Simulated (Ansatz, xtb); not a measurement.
Ligand exchange: CHF3 + BH2F → CH2F2 + BHF2

Species: CHF3 (trifluoromethane) `FC(F)F`, singlet; BH2F `BF`, singlet; CH2F2 (difluoromethane) `FCF`, singlet; BHF2 `FBF`, singlet. The partners trade F for H: C–F and B–H bonds give way to C–H and B–F.

Shapes, held fixed at every level: PBE0-D4/def2-TZVP. Programs: Ansatz 0.2.0, xtb 6.7.1. The zero-point and thermal change to 298 K, harmonic and unscaled (PBE0-D4/def2-TZVP), is +7.2 kJ/mol.

```json
{"level": "GFN0-xTB", "kind": "semi-empirical", "ΔH(298 K) (kJ/mol)": "-122.5", "less CCSD(T)/CBS estimate": "+58.0", "CPU time (sum over the molecules)": "0.13 s"}
{"level": "PBE-D4/def2-TZVPP", "kind": "GGA", "ΔH(298 K) (kJ/mol)": "-172.2", "less CCSD(T)/CBS estimate": "+8.3", "CPU time (sum over the molecules)": "8.5 s"}
{"level": "r2SCAN-D4/def2-TZVPP", "kind": "meta-GGA", "ΔH(298 K) (kJ/mol)": "-174.3", "less CCSD(T)/CBS estimate": "+6.2", "CPU time (sum over the molecules)": "14 s"}
{"level": "B3LYP-D4/def2-TZVPP", "kind": "global hybrid", "ΔH(298 K) (kJ/mol)": "-178.5", "less CCSD(T)/CBS estimate": "+2.0", "CPU time (sum over the molecules)": "10 s"}
{"level": "BHLYP-D4/def2-TZVPP", "kind": "global hybrid", "ΔH(298 K) (kJ/mol)": "-179.0", "less CCSD(T)/CBS estimate": "+1.5", "CPU time (sum over the molecules)": "7.9 s"}
{"level": "B2PLYP/def2-TZVPP", "kind": "double hybrid", "ΔH(298 K) (kJ/mol)": "-180.0", "less CCSD(T)/CBS estimate": "+0.5", "CPU time (sum over the molecules)": "14 s"}
{"level": "MP2/def2-TZVPP", "kind": "perturbation theory", "ΔH(298 K) (kJ/mol)": "-182.2", "less CCSD(T)/CBS estimate": "-1.7", "CPU time (sum over the molecules)": "–"}
{"level": "CCSD/def2-TZVPP", "kind": "coupled cluster or CI", "ΔH(298 K) (kJ/mol)": "-177.9", "less CCSD(T)/CBS estimate": "+2.6", "CPU time (sum over the molecules)": "–"}
{"level": "CCSD(T)/CBS estimate", "kind": "coupled cluster or CI", "ΔH(298 K) (kJ/mol)": "-180.5", "less CCSD(T)/CBS estimate": "0.0", "CPU time (sum over the molecules)": "3.4 min"}
```

The highest level, CCSD(T)/CBS estimate, gives ΔH(298 K) = -180.5 kJ/mol; the levels span -182.2 to -122.5. GFN0-xTB strays far from the other rows. The column of differences is taken from that level and isn't an error. No measured value is set beside it here. The CBS estimate extrapolates MP2 from def2-TZVPP and def2-QZVPP and adds CCSD(T) − MP2 in the triple-zeta set, cores frozen. Times are processor times on shared x86 and Arm servers, and rough.
